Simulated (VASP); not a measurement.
Here is the system:

```yaml
crystal:
  lattice:
    - [2.06517, 1.19233, 3.62752]
    - [-2.06517, 1.19233, 3.62752]
    - [0.00000, -2.38466, 3.62752]
  atoms:
    - { symbol: Ge, position: [0.99223, 0.99223, 0.99223] }
    - { symbol: Te, position: [0.52878, 0.52878, 0.52878] }
```

All values below come from LDA (Ceperley-Alder, Perdew-Zunger), VASP's LDA PAW potentials (set 64) (plane waves; VASP). Run with 300 eV cut-off, 5×5×5 Γ-centred mesh, Fermi-Dirac smearing of 0.010 eV, potentials Ge_d Te.

At this cut-off the stress carries a Pulay error, which pulls relaxed volumes low.

**Question.** Which forces act on the atoms, in eV/Å?

**Answer.** 
| atom | Fx | Fy | Fz |
|---|---|---|---|
| Ge1 | 0.000 | 0.000 | 0.147 |
| Te2 | 0.000 | 0.000 | -0.147 |

**Question.** Give the stress tensor in GPa (positive for a compressed cell).

**Answer.** 
```
-1.10   0.00   0.00
 0.00  -1.10   0.00
 0.00   0.00  -2.24
```
The pressure is its mean diagonal, -1.48 GPa.

The structure comes from a computed database's GeTe entry; how it stands against other phases isn't given here. The cell was not relaxed at this level.
